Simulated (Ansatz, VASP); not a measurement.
# Sr: VASP and Ansatz over several settings

```
CELL_PARAMETERS angstrom
0.00000 3.08239 3.08239
3.08239 0.00000 3.08239
3.08239 3.08239 0.00000
ATOMIC_POSITIONS crystal
Sr 0.00000 0.00000 0.00000
```

Single points on this cell with VASP 6.6.1 and Ansatz 0.2.0. Each row is one pair of runs. Alike in all rows: spin: off; smearing: fermi-dirac, width 0.05 eV.

| level | k mesh | VASP's potentials, cutoff | Ansatz's potentials, cutoff | gap on the k mesh at the Fermi level (eV), VASP | gap on the k mesh at the Fermi level (eV), Ansatz | pressure (GPa), VASP | pressure (GPa), Ansatz |
| --- | --- | --- | --- | --- | --- | --- | --- |
| PBEsol | 8 × 8 × 8 | VASP PAW PBE potentials, release 64 (Sr_sv), 520 eV | Ansatz PAW, 420 eV | none | none | -1.2 | -1.2 |
| r2SCAN | 8 × 8 × 8 | VASP PAW PBE potentials, release 64 (Sr_sv), 520 eV | Ansatz PAW, 500 eV | none | none | -0.4 | -0.4 |
| LDA | 8 × 8 × 8 | VASP PAW LDA potentials, release 64 (Sr_sv), 520 eV | Ansatz PAW, 420 eV | none | none | -1.9 | -1.9 |
| r2SCAN | 6 × 6 × 6 | VASP PAW PBE potentials, release 64 (Sr_sv), 520 eV | Ansatz PAW, 500 eV | none | none | -0.4 | -0.4 |

Pressure (GPa): the two programs differ by at most 0.01.

A gap of «none» marks a metal or a gap that the smearing closes.

Caveats: the PAW data sets were made with another functional, which shifts forces and pressure a little (VASP); the PAW data sets come from PBE, with cores solved anew for the run's functional, which leaves a small shift of forces and pressure (Ansatz).
